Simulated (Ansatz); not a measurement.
A crystal relaxed with r2SCAN in Ansatz has space group F-43m (No. 216) and a = 5.479 Å.

```tsv
atom	site	x	y	z
Al	4a	0.0000	0.0000	0.0000
Xx	4d	0.2500	0.2500	0.7500
```

With r2SCAN the valence top lies at Γ and the conduction bottom at X, 1.93 eV higher; the smallest vertical gap, at Γ, is 3.91 eV. The HSE06 gap is indirect, 2.28 eV (Γ to X), below the direct gap of 4.16 eV at Γ. The PBE gap is indirect, 1.60 eV (Γ to X), below the direct gap of 3.22 eV at Γ. Meshes: r2SCAN 8×8×8, HSE06 6×6×6, PBE 8×8×8. r2SCAN's ε∞ is 7.3 in all directions.

Q: Which element is Xx?
A. P
B. Sb
C. N
D. As

A: A. Xx is P: a 2-atom cell of AlP started from a crystallographic database. Al is surrounded by 4 P at 2.37 Å; P is surrounded by 4 Al at 2.37 Å.

Spin-unpolarised throughout; all numbers are computed.

The meshes of the hybrids are coarse, so their gaps aren't converged to the digits shown.
